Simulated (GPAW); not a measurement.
**FeO (Wuestite) in GPAW: the effect of potentials**

The system is FeO (Wuestite).

```
Fe O
1.0
     1.51882    0.87689    2.51958
    -1.51882    0.87689    2.51958
     0.00000   -1.75378    2.51958
Fe O
1 1
Direct
  0.00000 0.00000 0.00000
  0.50000 0.50000 0.50000
```

Alike in all runs:

| Property | Result |
| --- | --- |
| Program | GPAW 26.7.0 |
| Task | single point |
| Functional | LDA |
| Cutoff | 800 eV |
| Basis | pw |
| k mesh | 11 × 11 × 11 |
| Occupations | fermi-dirac, width 0.05 eV |
| Spin | collinear spin, ferromagnetic start |
| Starting moments | [3.0, 0.0] μB |

| potentials | pressure (GPa) |
| --- | --- |
| GPAW stock | -16.2 |
| PAW data sets made by gpaw-setup for the functional | -16.2 |
| JTH PAW 2.0 | ? |

Question: What does the run with potentials JTH PAW 2.0 give?

Answer: Pressure -17.2 GPa.

Caveats: a cell with one magnetic atom can't hold antiferromagnetic order, which such compounds often take; the program truncates these outside data sets (some runs).

The runs don't all hold the same shells in valence.
